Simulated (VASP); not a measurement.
Crystal: PtS2.

```
Pt S
1.0
     3.54320    0.00000    0.00000
    -1.77160    3.06850    0.00000
     0.00000    0.00000    5.03880
Pt S
1 2
Direct
  0.00000 0.00000 0.00000
  0.66667 0.33333 0.77300
  0.33333 0.66667 0.22700
```

| Property | Result |
| --- | --- |
| Program | VASP 6.6.1 |
| Task | relaxation of cell and atoms |
| Functional | revPBE |
| Dispersion | D4 |
| Potentials or basis | VASP PAW PBE potentials, release 64 (Pt, S) |
| Cutoff | 600 eV |
| k mesh | 9 × 9 × 5 |
| Occupations | fermi-dirac, width 0.05 eV |
| Spin | no spin polarisation |

At the start: pressure 5.7 GPa; volume 18.26 Å³/atom.

Q: How do energy, volume and symmetry change on relaxing?

A: Over 20 steps the energy falls by 66.9 meV/atom and the volume is 16.50 Å³/atom (-9.6 %); space group P-3m1 (No. 164, to 0.05 Å).

Step by step:
| step | energy change (eV) | largest force (eV/Å) | pressure (GPa) | volume (Å³) |
| --- | --- | --- | --- | --- |
| 1 | 0.0000 | 1.3290 | 5.75 | 54.78 |
| 2 | 0.0819 | 0.6630 | -10.61 | 60.14 |
| 3 | -0.0678 | 0.4398 | -1.86 | 56.82 |
| 4 | -0.0679 | 0.4583 | -1.70 | 56.77 |
| 5 | -0.0967 | 0.3224 | -1.24 | 55.86 |
| 6 | -0.1179 | 0.0450 | -0.15 | 54.09 |
| 7 | -0.1395 | 0.0015 | -0.42 | 53.25 |
| 8 | -0.1888 | 0.1184 | -0.63 | 50.67 |
| 9 | -0.0235 | 0.7913 | 3.77 | 45.26 |
| 10 | -0.1950 | 0.0941 | 0.77 | 50.15 |
| 11 | -0.1818 | 0.1495 | 1.67 | 47.74 |
| 12 | -0.1992 | 0.0726 | 1.09 | 49.44 |
| 13 | -0.1994 | 0.0442 | 1.13 | 49.15 |
| 14 | -0.1657 | 0.4824 | -5.39 | 50.80 |
| 15 | -0.2005 | 0.0427 | 0.04 | 49.40 |
| 16 | -0.2005 | 0.0410 | 0.06 | 49.39 |
| 17 | -0.2008 | 0.0007 | 0.06 | 49.47 |
| 18 | -0.2008 | 0.0002 | 0.06 | 49.47 |
| 19 | -0.2007 | 0.0161 | -0.18 | 49.57 |
| 20 | -0.2008 | 0.0063 | -0.03 | 49.51 |

Final structure:
```
CELL_PARAMETERS angstrom
3.57178 0.00000 0.00000
-1.78589 3.09325 0.00000
0.00000 0.00000 4.48089
ATOMIC_POSITIONS crystal
Pt 0.00000 0.00000 0.00000
S 0.66667 0.33333 0.73152
S 0.33333 0.66667 0.26848
```

Caveat: the PAW data sets were made with another functional, which shifts forces and pressure a little; pairwise dispersion overbinds metals, which lowers pressure and volume.
